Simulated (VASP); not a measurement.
The system is Si.

```
CELL_PARAMETERS angstrom
4.12095 0.00000 0.00000
-2.06047 3.56885 0.00000
0.00000 0.00000 2.65479
ATOMIC_POSITIONS crystal
Si 0.33333 0.66667 0.50000
Si 0.66667 0.33333 0.50000
```

The cell was built by a generator and needn't be a form met in nature.

- Program: VASP 6.6.1
- Task: relaxation of cell and atoms
- Functional: BLYP
- Potentials or basis: VASP PAW PBE potentials, release 64 (Si)
- Cutoff: 600 eV
- k mesh: 8 × 8 × 10
- Occupations: fermi-dirac, width 0.05 eV
- Spin: no spin polarisation

At the start: pressure 4.3 GPa; volume 19.52 Å³/atom.

Task: Where does the relaxation end?

Result: Over 6 steps the energy falls by 15.0 meV/atom and the volume is 20.71 Å³/atom (+6.1 %); space group P6/mmm (No. 191, to 0.05 Å).

The path:
| step | energy change (eV) | largest force (eV/Å) | pressure (GPa) | volume (Å³) |
| --- | --- | --- | --- | --- |
| 1 | 0.0000 | 0.0005 | 4.30 | 39.04 |
| 2 | -0.0278 | 0.0003 | -1.04 | 42.08 |
| 3 | -0.0300 | 0.0002 | 0.00 | 41.38 |
| 4 | -0.0300 | 0.0002 | -0.08 | 41.43 |
| 5 | -0.0300 | 0.0001 | -0.05 | 41.42 |
| 6 | -0.0300 | 0.0001 | -0.06 | 41.43 |

Final structure:
```
Si
1.0
     4.19498    0.00005    0.00000
    -2.09744    3.63298    0.00000
     0.00000    0.00000    2.71822
Si
2
Direct
  0.33333 0.66667 0.50000
  0.66667 0.33333 0.50000
```

Caveat: the PAW data sets were made with another functional, which shifts forces and pressure a little.
